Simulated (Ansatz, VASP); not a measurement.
# BN (BN (F-43m)): VASP beside Ansatz

One calculation is typed for both programs; each brings its own data sets and cutoff. How far apart do they land? The cell is taken from a series of runs on this material, whose earlier steps may have relaxed or scaled it; both programs get it as it stands.

Calculated with Ansatz 0.2.0; plane waves, with VASP 6.6.1 beside it; single point at PBE.

### Step 1. The structure

Symmetry: F-43m, No. 216, cubic system. The conventional cell has a = 3.625 Å, b = 3.625 Å, c = 3.625 Å, α = 90.00°, β = 90.00°, γ = 90.00°. Nearest to B lie 4 N at 1.57 Å. Nearest to N lie 4 B at 1.57 Å. Farther neighbours and most contacts between anions are not listed.

As a file:

```xyz
2
Lattice="0.0000 1.8123 1.8123 1.8123 0.0000 1.8123 1.8123 1.8123 0.0000" Properties=species:S:1:pos:R:3 pbc="T T T"
B     0.0000    0.0000    0.0000
N     0.9062    0.9062    0.9062
```

### Step 2. VASP: single point, PBE

A single point gives forces, pressure and levels at one fixed geometry, so differences don't come from the geometry; what else differs is listed under the comparison.

Lines of VASP's logs that name or quote its potential files are left out, and so is its time.

INCAR

```
SYSTEM = BN
PREC = Accurate
ENCUT = 520
EDIFF = 1E-06
NELM = 100
ISMEAR = 0
SIGMA = 0.01
LREAL = .FALSE.
ALGO = Normal
GGA = PE
NBANDS = 10
LORBIT = 11
LWAVE = .FALSE.
LCHARG = .FALSE.
KPAR = 2
ISIF = 2
```

POSCAR

```
BN
1.0
    0.0000000000      1.8123336784      1.8123336784
    1.8123336784      0.0000000000      1.8123336784
    1.8123336784      1.8123336784      0.0000000000
B N
1 1
Direct
    0.0000000000      0.0000000000      0.0000000000
    0.2500000000      0.2500000000      0.2500000000
```

KPOINTS

```
Automatic mesh
0
Gamma
13 13 13
0 0 0
```

Potentials, in the order of the species: B and N (PBE family, release 64).

Command:

```sh
mpirun -np 2 vasp_std
```

Numbers of over 12 decimals in the logs are rounded to 6 here.

The log of the run:

```text
[banner, memory and clock lines left out]
running    2 mpi-ranks, on    1 nodes
 distrk:  each k-point on    1 cores,    2 groups
 distr:  one band on    1 cores,    1 groups

 POSCAR found type information on POSCAR B N
 POSCAR found :  2 types and       2 ions
 LDA part: xc-table for (Slater+PW92), standard interpolation
 POSCAR, INCAR and KPOINTS ok, starting setup
 FFT: planning ... GRIDC
 FFT: planning ... GRID_SOFT
 FFT: planning ... GRID
 WAVECAR not read
 entering main loop
       N       E                     dE             d eps       ncg     rms          rms(c)
DAV:   1     0.111595838184E+02    0.11160E+02   -0.50817E+03  1704   0.799E+02
DAV:   2    -0.178237508510E+02   -0.28983E+02   -0.27945E+02  2072   0.171E+02
DAV:   3    -0.184029515004E+02   -0.57920E+00   -0.57800E+00  1990   0.209E+01
DAV:   4    -0.184037621450E+02   -0.81064E-03   -0.81062E-03  1828   0.840E-01
DAV:   5    -0.184037628933E+02   -0.74831E-06   -0.74832E-06  1914   0.266E-02    0.666E+00
DAV:   6    -0.175346096737E+02    0.86915E+00   -0.30453E+00  1780   0.109E+01    0.325E+00
DAV:   7    -0.174648556210E+02    0.69754E-01   -0.98968E-02  1832   0.278E+00    0.191E+00
DAV:   8    -0.174507270291E+02    0.14129E-01   -0.37062E-02  1898   0.149E+00    0.189E-01
DAV:   9    -0.174509098923E+02   -0.18286E-03   -0.92930E-04  1794   0.270E-01    0.801E-02
DAV:  10    -0.174509922456E+02   -0.82353E-04   -0.12054E-04  1860   0.100E-01    0.147E-02
DAV:  11    -0.174509974930E+02   -0.52473E-05   -0.10401E-05  1970   0.274E-02    0.104E-02
DAV:  12    -0.174509974516E+02    0.41393E-07   -0.19145E-06  1034   0.101E-02
   1 F= -.17450997E+02 E0= -.17450997E+02  d E =-.111742E-53
```

OUTCAR, selected parts (step 2):

```text
ion  position               nearest neighbor table
   1  0.000  0.000  0.000-   2 1.57   2 1.57   2 1.57   2 1.57
   2  0.250  0.250  0.250-   1 1.57   1 1.57   1 1.57   1 1.57

  LATTYP: Found a face centered cubic cell.
 ALAT       =     3.6246673568

 Subroutine GETGRP returns: Found 24 space group operations
 (whereof 24 operations were pure point group operations)

The static configuration has the point symmetry T_d .

 Found     84 irreducible k-points:

   k-points           NKPTS =     84   k-points in BZ     NKDIM =     84   number of bands    NBANDS=     10

   dimension x,y,z NGX =    20 NGY =   20 NGZ =   20
   dimension x,y,z NGXF=    40 NGYF=   40 NGZF=   40

   ENCUT  =  520.0 eV  38.22 Ry    6.18 a.u.   4.77  4.77  4.77*2*pi/ulx,y,z

   NELECT =       8.0000    total number of electrons

 k-points in reciprocal lattice and weights: Automatic mesh
   0.00000000  0.00000000  0.00000000       0.000
   0.07692308  0.00000000  0.00000000       0.004
   0.15384615  0.00000000  0.00000000       0.004
   0.23076923  0.00000000  0.00000000       0.004
   0.30769231  0.00000000  0.00000000       0.004
   0.38461538  0.00000000  0.00000000       0.004
   0.46153846  0.00000000  0.00000000       0.004
   0.07692308  0.07692308  0.00000000       0.003
   0.15384615  0.07692308  0.00000000       0.011
[...]
-0.30769231  0.46153846  0.15384615       0.011
  -0.30769231  0.46153846  0.23076923       0.011

 average (electrostatic) potential at core
       1 -24.5847       2 -60.4880

 E-fermi :   7.4106

 k-point     1 :       0.0000    0.0000    0.0000
  band No.  band energies     occupation
      1     -12.8353      2.00000
      2       7.3046      2.00000
      3       7.3046      2.00000
      4       7.3046      2.00000
      5      16.0863      0.00000
      6      16.0863      0.00000
      7      16.0863      0.00000
      8      17.5239      0.00000
      9      31.9066      0.00000
    ...

 k-point     2 :       0.0769    0.0000    0.0000
  band No.  band energies     occupation
      1     -12.6921      2.00000
      2       6.5218      2.00000
      3       7.1507      2.00000
      4       7.1507      2.00000
      5      16.2615      0.00000
      6      16.3200      0.00000
      7      16.3200      0.00000
      8      18.0127      0.00000
      9      31.7484      0.00000
    ...

 k-point     3 :       0.1538    0.0000    0.0000
  band No.  band energies     occupation
      1     -12.2671      2.00000
      2       4.6691      2.00000
      3       6.7655      2.00000
      4       6.7655      2.00000
      5      16.5349      0.00000
      6      16.8845      0.00000
      7      16.8845      0.00000
      8      19.2085      0.00000
      9      31.2883      0.00000
    ...

  Total        0.0188050      0.0188050      0.0188050      0.0000000      0.0000000      0.0000000
  in kB        2.5306892      2.5306892      2.5306892      0.0000000      0.0000000      0.0000000
  external PRESSURE =       2.5306892 kB  Pullay stress =       0.0000000 kB

  energy-cutoff  :      520.00
  volume of cell :       11.91
      direct lattice vectors                 reciprocal lattice vectors
     0.000000000  1.812333678  1.812333678    -0.275887385  0.275887385  0.275887385
     1.812333678  0.000000000  1.812333678     0.275887385 -0.275887385  0.275887385
     1.812333678  1.812333678  0.000000000     0.275887385  0.275887385 -0.275887385

 POSITION                                       TOTAL-FORCE (eV/Angst)
 -----------------------------------------------------------------------------------
      0.00000      0.00000      0.00000        -0.000000     -0.000000     -0.000000
      0.90617      0.90617      0.90617         0.000000      0.000000      0.000000
 -----------------------------------------------------------------------------------
    total drift:                                0.000000      0.000000      0.000000

  FREE ENERGIE OF THE ION-ELECTRON SYSTEM (eV)
  ---------------------------------------------------
  free  energy   TOTEN  =       -17.4509974516 eV

  energy  without entropy=      -17.4509974516  energy(sigma->0) =      -17.45099745

 total charge
# of ion       s       p       d       tot
------------------------------------------
    1        0.675   1.349   0.000   2.024
    2        1.213   2.756   0.000   3.968
--------------------------------------------------
tot          1.887   4.105   0.000   5.992

[... 3 further parts left out ...]
```

The run ends at a pressure of 0.25 GPa.

### Step 3. Ansatz: single point, PBE

Ansatz runs on its default PAW (the set named soft_2) files.

The same cell, functional and mesh now go to Ansatz.

input.yaml

```yaml
crystal:
  lattice:
    - [0.0, 1.8123336784, 1.8123336784]
    - [1.8123336784, 0.0, 1.8123336784]
    - [1.8123336784, 1.8123336784, 0.0]
  atoms:
    - { symbol: B, position: [0.0, 0.0, 0.0] }
    - { symbol: "N", position: [0.25, 0.25, 0.25] }
basis:
  ecutwfc: 420
  xc_grid: 2
hamiltonian:
  xc: pbe
kpoints:
  mp_grid: { grid: [13, 13, 13] }
  band_path: { path: [VBM, CBM], npoints: 1 }
scf:
  occupations: { method: fixed }
  n_extra_bands: 6
  self_checks: high
checkpoint:
  write: "../edges.run"
  compress: false
  write_wavefunctions: true
  write_every: 100000
```

Command:

```sh
ansatz run input.yaml --threads 4 --pin off --max-ram 8478MiB --backend cpu --events-out ev --progress --plain --runs-dir out
```

The log of the run:

```text
scf.n_extra_bands = 6 over 4 filled bands (N_el = 8.0): the run solves 10 bands
Engine: ansatz 0.2.0, aarch64-unknown-linux-gnu
Pseudopotentials: kind: paw
Pseudopotential: B, paw, valence charge 3, recommended cutoff 420 eV (normal), B.paw.azcp
Pseudopotential: N, paw, valence charge 5, recommended cutoff 420 eV (normal), N.paw.azcp
Functional definition: PBE
  parameter kappa = 0.804
  parameter beta = 0.066725
  exchange = pbe_x(kappa = kappa, mu = beta*pi^2/3)
  correlation = pbe_c(beta = beta)
Crystal: 2 atoms, lattice volume = 11.905 Å³
Basis set: ecut = 420 eV, 259 PW (Γ), exchange–correlation on 36×36×36 points (8 copies of the dense FFT grid, shifted against one another)
Bands: 10, of which v1, the nominal top of the filled ones, is band 4 counted from 1 (3 counted from 0)
Symmetry: 24 space group operations
Space group: F-43m (ITA 216), of the structure as read, at distance tolerance 2.3e-5 Å
k-points: 84 of 2197 (time reversal used)
Non-local potential: B, projectors of the file, l = 0: 2, l = 1: 2, l = 2: 1
Non-local potential: N, projectors of the file, l = 0: 2, l = 1: 2, l = 2: 1
PAW form: soft (Blöchl's): semilocal exchange-correlation on the pseudo side does not see the compensation charge
PAW one-centre angular grid: B, 110 points (default); XC on 64 Gauss nodes
PAW one-centre angular grid: N, 110 points (default); XC on 64 Gauss nodes
Initial density: superposition of atomic densities (neutral atoms: chi_scale 0, normalization atom), corrected by the library's trained network
Initial wavefunctions: pseudopotential atomic-orbital guess
Functional: x = pbe(κ = 0.804, μ = 0.219515), c = pbe(β = 0.066725)
SCF iter   1: F=—  HF=-542.275707 eV  |F-HF|=—  |Δ(HF+E_count)|=         —  Δρ=1.60e-3  dr2=1.66e-4  ethr=1.77e-3  ⟨swp⟩=3.7  Hψ=4162  notcnv=0  defer=304
preconditioner: auto → none  [insulator: Δε(μ)=4.541 eV  Ē_g=23.447 eV  n_scr=0 (ndim 8)  ℏωp=30.4 eV  f_vac=0.000  ε∞_Penn≈2.7]
SCF iter   2: F=—  HF=-542.275800 eV  |F-HF|=—  |Δ(HF+E_count)|=   9.25e-5  Δρ=8.30e-4  dr2=2.31e-5  ethr=2.07e-6  ⟨swp⟩=2.2  Hψ=1923  notcnv=0  defer=326
SCF iter   3: F=—  HF=-542.275843 eV  |F-HF|=—  |Δ(HF+E_count)|=   4.35e-5  Δρ=3.71e-4  dr2=5.55e-6  ethr=2.88e-7  ⟨swp⟩=2.0  Hψ=999  notcnv=0  defer=201
iter 4 did not close the SCF: its close was put off for the readings that it lacked (scf_convergence_deferred on its scf_iter line)
SCF iter   4: F=-542.275858 eV  HF=-542.275858 eV  |F-HF|=1.82e-8  |Δ(HF+E_count)|=   1.43e-5  Δρ=2.10e-5  dr2=1.59e-8  ethr=6.93e-8  ⟨swp⟩=2.4  Hψ=1022  notcnv=0  defer=260
iter 5 did not close the SCF: its close was put off for the readings that it lacked (scf_convergence_deferred on its scf_iter line)
SCF iter   5: F=-542.275858 eV  HF=-542.275858 eV  |F-HF|=2.20e-9  |Δ(HF+E_count)|=   2.20e-8  Δρ=4.10e-6  dr2=6.38e-10  ethr=1.98e-10  ⟨swp⟩=2.3  Hψ=988  notcnv=0  defer=261
SCF iter   6: F=-542.275858 eV  HF=-542.275858 eV  |F-HF|=1.78e-11  |Δ(HF+E_count)|=   2.42e-9  Δρ=5.45e-7  dr2=1.73e-11  ethr=7.97e-12  ⟨swp⟩=5.6  Hψ=4292  notcnv=0
SCF 1 converged in 6 iterations: F = -542.275858 eV  dr2 = 1.73e-11
  greatest PAW one-centre occupation: 0.786 electrons in one spin orbital (limit 2), on the N atom at site 1 (counted from 0), in its partial waves of l = 0
NSCF: frozen V_eff on 16 k-points
NSCF: frozen V_eff on 16 k-points
[...]
SCF converged after 6 iterations
Free energy (F): -542.275858 eV
Harris-Foulkes:  -542.275858 eV  (|F-HF|=1.78e-11)
Internal energy: -542.275858 eV  (E = F + TS)
E sigma→0 (E₀):  -542.275858 eV
Fermi energy:    11.051105 eV
--- Per-component energies (eV) ---
  E_band       = 25.736011
  E_kinetic    = 185.143335
  E_local      = -176.088582  (includes V_loc(G=0)·N_el)
  E_nonlocal   = 56.516861
  E_hartree    = 49.316398
  E_xc         = -93.330159
  E_vxc        = -116.077459  (∫ρ·V_xc dr)
  E_paw        = -206.405013  (= ΣΔE_a)
  E_vpaw       = -22.391049  (= ΣTr[D̂ρ^β])
  E_aug_tail   = 0.000103  (compensation charges beyond the density's cutoff)
  E_ewald      = -357.428801
  E_smearing   = -0.000000  (= −TS)
  E_closure    = -0.000000  (closes the sum)
  Σ components = -542.275858   (vs F -542.275858, Δ=0.00e0)
--- Band table (eV; the first three rows and the last of 84) ---
  k-point 0: bands = ["-9.0899", "11.0511", "11.0511", "11.0511", "19.8436", "19.8436", "19.8436", "21.2433", "35.5922", "38.7013"]
  k-point 1: bands = ["-8.9466", "10.2697", "10.8979", "10.8979", "20.0140", "20.0768", "20.0768", "21.7371", "35.4392", "36.6632"]
  k-point 2: bands = ["-8.5215", "8.4178", "10.5135", "10.5135", "20.2809", "20.6405", "20.6405", "22.9406", "34.9884", "35.1321"]
  k-point 83: bands = ["-3.3383", "3.2679", "4.1588", "5.0570", "20.4932", "23.9809", "25.0869", "26.4940", "30.0503", "36.4943"]
```

Reading the cycles: dr2 is the Hartree energy of the density residual (eV), the measure of convergence; HF is the Harris–Foulkes estimate of the energy, which meets the free energy F at convergence.

### Step 4. Differences

Known differences besides the PAW data sets themselves: fixed occupations in Ansatz, narrow Gaussian smearing in VASP; the cutoff is 420 eV in Ansatz and 520 eV in VASP; VASP leaves aspherical gradient terms in its spheres out (LASPH is not set), Ansatz keeps them. Total energies have different zeros and are not compared.

Compared:

```csv
quantity,Ansatz,VASP,difference
gap on the k mesh (eV),4.537,4.525,+0.012
```

### Step 5. What moves the difference

How far does this hang on the set-up? Further runs change one program's set-up at a time, as the table lists.

```csv
run,difference in gap on the k mesh (eV)
as above,0.012
VASP with the data sets B_GW and N_GW and a cutoff of 680 eV,0.0067
VASP with the data sets B_h and N_h and a cutoff of 1210 eV,0.0037
```

### Step 6. Results

| Item | Value |
| --- | --- |
| difference in gap on the k mesh (single point, PBE) | 0.012 eV |

The difference in gap on the k mesh is 0.012 eV (single point, PBE), within the 0.08 eV picked in this series as the mark of a large difference. For single point, PBE: with VASP with the data sets B_h and N_h and a cutoff of 1210 eV the difference in gap on the k mesh shrinks in size, from 0.012 to 0.0037 eV. Differences of this kind measure data sets and numerical settings, not the functional's error against experiment.

[Lines on the potential files, build, host, timing and source positions are cut from VASP's logs without a mark.]

[Logs are printed without paths, hosts, clocks, repeated set-up lines and the standing remarks that a program may print on its own settings, such as how far it seeks lower states.]

[Hosts, paths, dates, database ids (printed as entryN), source tags and the programs' standing remarks are cut or masked in the printed files.]
